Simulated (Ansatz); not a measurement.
Born–Oppenheimer molecular dynamics of a periodic cell of 16 atoms, MgO (host MgO, host structure Fm-3m). It goes on from the last frame of an earlier run, with new velocities.

Level of theory: Ansatz, DFT PBE, scalar-relativistic, plane waves, PAW. Settings: cutoff 420 eV, k mesh 2x2x2, fermi-dirac smearing 0.05 eV, no spin polarisation.

```yaml
ensemble: NVT, Langevin thermostat
time_step: 1 fs
steps_asked: 250
set_temperature: 1560 K
friction: 0.01 /fs
seed: 581332
```

First frame:

```xyz
16
Lattice="0.0000 4.4041 4.4041 4.4041 0.0000 4.4041 4.4041 4.4041 0.0000" Properties=species:S:1:pos:R:3
Mg -0.079 0.030 0.036
O 2.287 2.183 2.256
Mg 2.215 2.189 -0.055
O 4.348 4.374 2.102
Mg 2.224 0.099 2.070
O 4.524 2.444 4.537
Mg 4.500 2.108 2.245
O 6.676 4.468 4.298
Mg -0.095 2.353 2.227
O 2.150 4.162 4.481
Mg 2.128 4.337 2.453
O 4.328 6.468 4.188
Mg 2.256 2.147 4.442
O 4.388 4.479 6.679
Mg 4.537 4.532 4.139
O 6.424 6.383 6.782
```

Question: What does the run give?

Answer: All steps were run.

- steps done: 250
- time covered: 250 fs
- mean temperature over the second half: 1761 K
- spread of the potential energy over the second half: 36.9 meV per atom
- mean potential energy of the second half above the start: 110.5 meV per atom

The mean temperature of the second half is 13 % above the set value. A run of 0.25 ps of so small a system gives no equilibrium averages. Limits of this set-up: coarse k mesh.

Question: What happens to the structure?

Answer: Mean squared displacements from the first frame to the last, about the centre of mass: Mg 0.05 Å², O 0.09 Å². The details hang on the random start.

Question: How do temperature and energy run in time?

Answer: 
```
time (fs)  T (K)  potential energy less start (eV)
      0.0   1462                             0.000
      8.0   1062                             0.743
     16.0    967                             1.265
     24.0   1399                             0.972
     32.0   1717                             0.638
     40.0   1506                             1.595
     48.0   1254                             2.382
     56.0   1396                             1.729
     64.0   1482                             0.978
     72.0   1661                             0.895
     80.0   1449                             1.321
     88.0   1430                             1.454
     96.0   1647                             0.935
    104.0   1989                             0.537
    112.0   1714                             0.900
    120.0   1400                             1.489
    128.0   1101                             1.949
    136.0   1051                             2.080
    144.0   1636                             1.754
    152.0   1646                             1.640
    160.0   2013                             1.440
    168.0   2071                             0.868
    176.0   1844                             0.914
    184.0   1913                             0.967
    192.0   1531                             1.675
    200.0   1419                             2.330
    208.0   1770                             2.054
    216.0   1754                             2.284
    224.0   1793                             2.664
    232.0   1708                             2.793
    240.0   2242                             1.761
    248.0   2490                             0.939
```

Run time: 13 min on 1 thread of Arm Neoverse V2 (shared host), peak memory 0.54 GiB.
